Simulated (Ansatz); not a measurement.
The system is SiNi.

```
Ni Si
1.0
     4.50369    0.00000    0.00000
     0.00000    4.50369    0.00000
     0.00000    0.00000    4.50369
Ni Si
4 4
Direct
  0.14950 0.14950 0.14950
  0.64950 0.35050 0.85050
  0.85050 0.64950 0.35050
  0.35050 0.85050 0.64950
  0.84683 0.84683 0.84683
  0.34683 0.65317 0.15317
  0.15317 0.34683 0.65317
  0.65317 0.15317 0.34683
```

The cell is a database's computed one.

* Program: Ansatz 0.2.0
* Task: relaxation of cell and atoms
* Functional: PBE
* Dispersion: D4
* Potentials or basis: Ansatz PAW
* Cutoff: 420 eV (not typed: the program's choice for these potentials)
* k mesh: 6 × 6 × 6
* Occupations: fermi-dirac, width 0.05 eV
* Spin: collinear spin, ferromagnetic start
* Starting moments: [1.0, 1.0, 1.0, 1.0, 0.0, 0.0, 0.0, 0.0] μB

At the start: volume 11.42 Å³/atom.

How do energy, volume and symmetry change on relaxing?

It ends after 5 steps and the volume is 11.14 Å³/atom (-2.5 %); space group P2_13 (No. 198, to 0.05 Å); moment 0.00 μB per cell.

The path:
```tsv
step	energy change (eV)	largest force (eV/Å)	volume (Å³)
1	0.0000	0.0297	91.35
2	-0.0274	0.0206	90.09
3	-0.0346	0.0077	89.04
4	-0.0347	0.0003	89.10
5	-0.0340	0.0003	89.10
```

Final structure:
```cif
data_structure
_symmetry_space_group_name_H-M 'P 1'
_symmetry_Int_Tables_number 1
_cell_length_a 4.4664
_cell_length_b 4.4664
_cell_length_c 4.4664
_cell_angle_alpha 90.000
_cell_angle_beta 90.000
_cell_angle_gamma 90.000
_cell_volume 89.10
loop_
_atom_site_label
_atom_site_type_symbol
_atom_site_fract_x
_atom_site_fract_y
_atom_site_fract_z
_atom_site_occupancy
Ni1 Ni 0.14916 0.14916 0.14916 1
Ni2 Ni 0.64916 0.35084 0.85084 1
Ni3 Ni 0.85084 0.64916 0.35084 1
Ni4 Ni 0.35084 0.85084 0.64916 1
Si1 Si 0.84671 0.84671 0.84671 1
Si2 Si 0.34671 0.65329 0.15329 1
Si3 Si 0.15329 0.34671 0.65329 1
Si4 Si 0.65329 0.15329 0.34671 1
```

Caveat: the plane-wave basis is chosen anew once the cell has moved, so the energies of steps on either side of that aren't comparable; pairwise dispersion overbinds metals, which lowers pressure and volume; the starting moments weren't kept.
